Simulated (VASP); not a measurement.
Here is a VASP 6.6.1 calculation.

File INCAR:

```
PREC = Accurate
ENCUT = 600
EDIFF = 1E-6
ISMEAR = 0
SIGMA = 0.03
LREAL = False
LASPH = True
NELM = 80
ALGO = Normal
ISIF = 3
LWAVE = False
LCHARG = False
GGA = PS
IBRION = 2
NSW = 90
EDIFFG = -0.01
KPAR = 2
```

Contents of KPOINTS:

```
regular mesh
0
Gamma
  10 10 10
```

File POSCAR:

```
GaAs
1.0
    0.0000000000      2.8268500000      2.8268500000
    2.8268500000      0.0000000000      2.8268500000
    2.8268500000      2.8268500000      0.0000000000
Ga As
1 1
Direct
    0.0000000000      0.0000000000      0.0000000000
    0.2500000000      0.2500000000      0.2500000000
```

Potentials or basis: VASP PAW PBE potentials, release 64 (Ga_d, As).

The run is started by

```sh
$ cat potpaw_PBE.64/Ga_d/POTCAR potpaw_PBE.64/As/POTCAR > POTCAR
$ mpirun -np 2 vasp_std > vasp.out
```

(1) Estimate the relaxed volume.

(2) What does it give for the space group after relaxing (to 0.05 Å)?

(3) Predict the relaxed cell.

(4) Estimate the band gap on the k mesh.

## Answers

(1) 22.70 Å³/atom.

(2) F-43m (No. 216).

(3) a = 4.004 Å, b = 4.004 Å, c = 4.004 Å, α = 60.00°, β = 60.00°, γ = 60.00°.

(4) 0.42 eV, direct.

Caveat: the PAW data sets were made with another functional, which shifts forces and pressure a little.
